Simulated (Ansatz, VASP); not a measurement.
**One calculation of MoS2, two programs**

```
CELL_PARAMETERS angstrom
3.29076 0.00000 0.00000
-1.64538 2.84989 0.00000
0.00000 0.00000 6.43628
ATOMIC_POSITIONS crystal
Mo 0.00000 0.00000 0.50000
S 0.66667 0.33333 0.74468
S 0.33333 0.66667 0.25532
```

Change from the starting cell: volume scaled by 1.06.

Alike in both runs: task single point; functional PBE; k mesh 9 × 9 × 4; occupations fermi-dirac, width 0.05 eV; no spin polarisation.

```csv
,VASP,Ansatz
version,VASP 6.6.1,Ansatz 0.2.0
potentials or method,"VASP PAW PBE potentials, release 64 (Mo_sv, S)",Ansatz PAW
plane-wave cutoff (eV),520,420
valence electrons in the cell,26,26
```

Ansatz gave:

- gap on the k mesh at the Fermi level (eV): none
- pressure (GPa): -5.8
- largest component of the traceless stress (GPa): 1.25
- rms of the force components (eV/Å): 0.269

What did VASP give for the same quantities?

gap on the k mesh at the Fermi level (eV): none; pressure (GPa): -5.8; largest component of the traceless stress (GPa): 1.25; rms of the force components (eV/Å): 0.271.

Atom by atom the forces differ by 0.003 eV/Å (rms over components). A gap of «none» marks a metal or a gap that the smearing closes. The functional is the same, so the differences come from potentials, cutoffs and numerics.

Caveats: this functional lacks dispersion, which binds the layers, so the pressure and a relaxed spacing across them are unreliable.
